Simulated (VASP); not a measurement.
Wanted: the native input for a VASP 6.6.1 run.

```yaml
Task: single point
Functional: PBEsol
Potentials_or_basis: VASP PAW PBE potentials, release 64 (Na_pv, H)
Cutoff: 520 eV
k_mesh: 8 × 8 × 8
Occupations: gaussian, width 0.02 eV
Spin: no spin polarisation
Dipole_correction: no
Further_INCAR_settings: ALGO = Normal; EDIFF = 1e-06; NBANDS = 11
```

The structure of NaH lies in POSCAR:

```
NaH
1.0
    0.0000000000      2.3956890788      2.3956890788
    2.3956890788      0.0000000000      2.3956890788
    2.3956890788      2.3956890788      0.0000000000
Na H
1 1
Direct
    0.0000000000      0.0000000000      0.0000000000
    0.5000000000      0.5000000000      0.5000000000
```

The input as run:

INCAR

```
ALGO     = Normal         # electronic algorithm
EDIFF    = 1E-6           # SCF threshold, eV
ENCUT    = 520            # plane-wave cutoff, eV
GGA      = PS             # functional
ISIF     = 2              # what is computed and relaxed
ISMEAR   = 0              # smearing method
LASPH    = True           # aspherical terms in the spheres
LCHARG   = False          # write CHGCAR
LREAL    = False          # projectors in reciprocal space
LWAVE    = False          # write WAVECAR
NBANDS   = 11             # bands
NELM     = 80             # most SCF steps
PREC     = Accurate       # precision mode
SIGMA    = 0.02           # smearing width, eV
```

KPOINTS

```
k-points
0
Gamma
  8 8 8
```

Potentials or basis: VASP PAW PBE potentials, release 64 (Na_pv, H).

The run is started by

```console
$ cat potpaw_PBE.64/Na_pv/POTCAR potpaw_PBE.64/H/POTCAR > POTCAR
$ mpirun -np 1 vasp_std > vasp.out
```

It gave:

| Quantity | Value |
| --- | --- |
| Pressure | 0.0 GPa |
| Band gap on the k mesh | 3.60 eV, indirect (least direct gap 4.51 eV) |

Caveat: the PAW data sets were made with another functional, which shifts forces and pressure a little.

Run time: 4 s on 1 thread of Intel(R) Xeon(R) 6975P-C (Granite Rapids), with other jobs on the host, peak memory 0.15 GiB.
